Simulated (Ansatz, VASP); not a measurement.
**One calculation of Ni, two programs**

```
Ni
1.0
     0.00000    1.74908    1.74908
     1.74908    0.00000    1.74908
     1.74908    1.74908    0.00000
Ni
1
Direct
  0.00000 0.00000 0.00000
```

Change from the starting cell: volume scaled by 1.02.

Alike in both runs: task single point; functional LDA; k mesh 13 × 13 × 13; occupations fermi-dirac, width 0.05 eV; collinear spin.

|  | VASP | Ansatz |
| --- | --- | --- |
| version | VASP 6.6.1 | Ansatz 0.2.0 |
| potentials or method | VASP PAW LDA potentials, release 64 (Ni), cutoff 520 eV | all-electron LAPW, scalar-relativistic |

|  | VASP | Ansatz | Ansatz less VASP |
| --- | --- | --- | --- |
| gap on the k mesh at the Fermi level (eV) | none | none | - |
| pressure (GPa) | -14.0 | -14.2 | -0.16 |
| net moment per atom (μB) | 0.62 | 0.62 | +0.008 |
| size of the moment on the site where the two differ most (μB) | 0.62 | 0.64 | +0.022 |

Site moments also hang on the region over which each program counts them. A gap of «none» marks a metal or a gap that the smearing closes. Ansatz ran all-electron here, so the differences hold the error of VASP's frozen core and of both bases.
